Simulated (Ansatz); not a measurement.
# GaN: pressure as volume scale varies

All results are calculated (Ansatz 0.2.0). Periodic Kohn-Sham DFT of a crystal at fixed atoms, scaled to volume_scale times the given cell; pressure positive in compression, energy less spherical unpolarised free atoms, largest_vzz the field gradient of largest size among the nuclei.

The cell before it is scaled or strained (space group Fm-3m, No. 225):
```
GaN
1.0
      0.0000     1.9925     1.9925
      1.9925     0.0000     1.9925
      1.9925     1.9925     0.0000
Ga N
1 1
Direct
  0.50000 0.50000 0.50000
  0.00000 0.00000 0.00000
```

Settings of every row: method frozen-core PAW; functional PBEsol; relativity scalar; k mesh 13x13x13; filling fermi-dirac; smearing width 0.02 eV; wave cutoff 420 eV; paw set soft_2.

Atom start moment: 0 on all atoms.

Limits: PAW files made with PBE; all rows lie far from zero pressure; cell far from its zero-pressure volume.

```csv
row,volume scale,V (Å³/atom),pressure (GPa)
1,0.94,7.436,91.559
2,0.9405,7.44,91.245
3,0.96,7.594,79.525
4,0.97,7.673,73.938
5,0.98,7.752,68.61
6,1,7.91,58.694
7,1.01,7.989,54.078
8,1.02,8.069,?
9,1.03,8.148,45.476
10,1.04,8.227,41.473
11,1.06,8.385,34.011
```

Question: what pressure should row 8 give?

Worked fit of pressure. Take u = (V_r/V)^(2/3) − 1 with V_r = 7.831 Å³ an atom, which is twice the finite (Eulerian) strain; such expansions in the strain, on which the Birch-Murnaghan equation of state is built, carry the rest volume and the bulk modulus. The shown rows have u = 0.03511, 0.03474, 0.0207, 0.01368, 0.00678, -0.00667, -0.01323, -0.02611, -0.03235, -0.04455. Least squares give pressure = 63.5361 + 736.123 × u + 1716.93 × u² + 1502 × u³ GPa; a parabola predicts inner rows, each left out in turn, worse (root mean square 0.026 against 0.013 GPa). The rows lie off it by -0.004, 0.001, 0.002, 0.007, 0.004, -0.008, -0.016, 0.016, 0.005, -0.006 (root mean square 0.0085 GPa). The withheld row has u = -0.01976, so the fit gives 63.5361 + 736.123 × (-0.01976) + 1716.93 × (-0.01976)² + 1502 × (-0.01976)³ = 49.649 GPa.

The calculation gave 49.677 GPa. The fit lies 0.028 GPa (0.049 % of the column's range) below it; its largest miss of a shown row is 0.016 GPa.
